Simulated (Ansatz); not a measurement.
# Te: response to strain

Aim: deform Te (equal xy, yz and zx engineering shear strains of +2 %) and compute stress, forces and field gradients with LAPW, PAW and all-electron datasets made for the crystal.

Program: Ansatz 0.2.0. Level of theory: DFT LDA, scalar-relativistic. These are calculated values, not measurements.

## 1. The structure to begin with

The structure is trigonal, space group P3_121 (No. 152). Conventional cell: a = 4.458 Å, b = 4.458 Å, c = 5.925 Å, α = 90.00°, β = 90.00°, γ = 120.00°. Te (site symmetry 2) is surrounded by 2 Te at 2.79 Å.

As a file:

```cif
data_structure
_symmetry_space_group_name_H-M 'P3_121'
_symmetry_Int_Tables_number 152
_cell_length_a 4.4580
_cell_length_b 4.4580
_cell_length_c 5.9250
_cell_angle_alpha 90.000
_cell_angle_beta 90.000
_cell_angle_gamma 120.000
_cell_volume 101.98
loop_
_atom_site_label
_atom_site_type_symbol
_atom_site_symmetry_multiplicity
_atom_site_Wyckoff_symbol
_atom_site_fract_x
_atom_site_fract_y
_atom_site_fract_z
_atom_site_occupancy
Te1 Te 3 a 0.74500 0.00000 0.33333 1
```

The file gives the conventional cell by its symmetry; the runs use the cell typed in the input.

Atoms are numbered in the order of the input: Te1, Te2, Te3.

## 2. The deformed structure

Space group P3_121 before, P1 after.

## 3. Full-potential LAPW

input.yaml reads:

```yaml
crystal:
  lattice:
    - [4.4579994587, 0.0445799946, 0.0445799946]
    - [-2.1903923216, 3.838450784, 0.0163174105]
    - [0.05925, 0.05925, 5.925]
  atoms:
    - { symbol: Te, position: [0.745, 0.0, 0.3333333333] }
    - { symbol: Te, position: [0.0, 0.745, 0.6666666667] }
    - { symbol: Te, position: [0.255, 0.255, 0.0] }
kpoints:
  mp_grid: { grid: [9, 9, 6] }
  band_path:
    path:
      - [0.0, 0.0, 0.0]
      - [0.0, -0.5, 0.0]
      - [0.0, 0.0, 0.5]
      - [0.0, 0.0, 0.0]
      - [-0.5, 0.0, 0.0]
      - [-0.5, 0.5, -0.5]
      - [0.0, 0.0, 0.0]
      - [-0.5, 0.0, -0.5]
      - [-0.5, 0.5, 0.0]
    npoints: 5
scf:
  occupations: { method: fermi_dirac, width: 0.08 }
hamiltonian:
  xc: lda
  pseudopotentials: { kind: all_electron, lapw: { basis_error: 0.0005 } }
output:
  forces: true
  stress: true
  eigenvalues: true
```

Started as:

```sh
> ansatz run input.yaml --threads 1 --pin off --max-ram 6144MiB --backend cpu --events-out ev --progress --plain --runs-dir out
```

## 4. PAW on the default files

input.yaml reads:

```yaml
crystal:
  lattice:
    - [4.4579994587, 0.0445799946, 0.0445799946]
    - [-2.1903923216, 3.838450784, 0.0163174105]
    - [0.05925, 0.05925, 5.925]
  atoms:
    - { symbol: Te, position: [0.745, 0.0, 0.3333333333] }
    - { symbol: Te, position: [0.0, 0.745, 0.6666666667] }
    - { symbol: Te, position: [0.255, 0.255, 0.0] }
kpoints:
  mp_grid: { grid: [9, 9, 6] }
scf:
  occupations: { method: fermi_dirac, width: 0.08 }
hamiltonian:
  xc: lda
  pseudopotentials: { kind: paw }
output:
  forces: true
  stress: true
  eigenvalues: true
  efg: { contact_densities: true }
  write_density: true
  write_potential: true
  elf: true
  volumetric_format: npy
```

## 5. Datasets made for this crystal

Changes to input.yaml since step 4:

```diff
@@ -15,3 +15,3 @@
   xc: lda
-  pseudopotentials: { kind: paw }
+  pseudopotentials: { kind: all_electron, datasets: crystal }
 output:
@@ -21,5 +21 @@
   efg: { contact_densities: true }
-  write_density: true
-  write_potential: true
-  elf: true
-  volumetric_format: npy
```

(Steps that only read results are left out.)

**Question.** What will these runs give? Wanted: pressure; largest shear or deviatoric stress.

**Answer**, as computed:

| quantity | value |
| --- | --- |
| pressure | LAPW -0.26, PAW -0.28, crystal datasets -0.26 GPa |
| largest shear or deviatoric stress (LAPW) | 0.99 GPa |

In words: The largest part of the stress beyond the pressure is 0.99 GPa in size, in the yz component; the atoms are carried along and not relaxed. No run of the undeformed cell stands beside it, so the pressure holds what the given cell had before the change. PAW: stress within 0.02 GPa of LAPW, forces within 1 meV/Å. Crystal datasets: stress within 0.01 GPa of LAPW, forces within 1 meV/Å. Spin-orbit coupling is left out, though the cell holds Te; in elements this heavy it can shift bands and gaps by tenths of an eV.
